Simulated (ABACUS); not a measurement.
**C: equation of state with WC**

**What was measured.**

“Equation of state of cubic boron nitride at high pressures and temperatures”, 2007, arxiv:cond-mat/0702656 quotes, for a bulk crystal of C: bulk modulus 444.8 ± 0.8 GPa.

C:

```
C
1.0
     0.00000    1.78337    1.78337
     1.78337    0.00000    1.78337
     1.78337    1.78337    0.00000
C
2
Cartesian
  2.6751 2.6751 2.6751
  1.7834 1.7834 1.7834
```

This isn't the form of C at room conditions, which is graphite.

| Quantity | Value |
| --- | --- |
| Program | ABACUS 3.10.1 |
| Task | equation of state |
| Functional | WC |
| Potentials or basis | GBRV ultrasoft 1.5 PBEsol |
| Cutoff | 544 eV |
| Density cutoff | 4354 eV |
| Basis | plane waves |
| k mesh | 10 × 10 × 10 |
| Occupations | fermi-dirac, width 0.05 eV |
| Spin | no spin polarisation |
| Radial cutoff of the potentials (pseudo_rcut) | 10 bohr |
| SCF threshold on the density | 1e-08 |
| Max SCF steps | 100 |
| Eigensolver | dav |
| Mixing | broyden |
| Mixing share | 0.7 |
| Symmetry key | 1 |
| Bands | 8 |

* Equilibrium volume: 5.62 Å³/atom
* Bulk modulus: 449 GPa
* Pressure derivative of the bulk modulus: 3.7 (rough: it moves with the points fitted)

Energy against volume, from the lowest point:
```
volume (Å³/atom)  energy (meV/atom)
           5.332              22.11
           5.558               0.00
           5.785               5.08
           6.012              32.64
```

All runs of the series together: 3 s on 4 threads of Intel(R) Xeon(R) 6975P-C (Granite Rapids), on a shared host.

Against the measured bulk modulus of C, 444.8 GPa (quoted in “Equation of state of cubic boron nitride at high pressures and temperatures”, 2007, arxiv:cond-mat/0702656), the calculated 449 GPa is off by +0.9 %. 3 values of this kind are on record (442 to 444.8 GPa); this one was drawn at random among those near their median, those with a stated uncertainty first. The fit is for a static lattice scaled at fixed shape and fixed fractional positions.

Caveat: the potentials were made for another functional, which shifts forces and pressure.
